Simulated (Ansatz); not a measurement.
Input:

```
ZnTe
1.0
    4.27960     0.00000     0.00000
    2.13980     3.70625     0.00000
    2.13980    -1.23542     3.55022
Te Zn
1 1
Direct
  0.49826   0.75087   0.25261
  0.00174   0.99913   0.99739
```

No spin polarisation.

Calculations: Ansatz (an electronic-structure program), r2SCAN, PAW, cutoff 500 eV, spin-orbit coupling left out. Γ-centred 9×9×9 mesh, Fermi–Dirac width 0.05 eV.

Predict the gap character.

Direct at Γ.

Estimate the mean in-plane stress (compression positive).

+1.1 GPa.

Estimate the electron mass.

0.11 mₑ out of plane, 0.12 mₑ in plane (at Γ).

With Te present, leaving out spin-orbit coupling can change the band edges. The cells carry an imposed strain or load. Masses are band curvatures over ±0.01 Å⁻¹ around the edge. Stability against distortions was not tested. The cell was made from ZnTe in the zinc blende structure (space group F-43m, No. 216) by this change: biaxial strain −1.00 %, plane normal [111], relaxed out of plane.
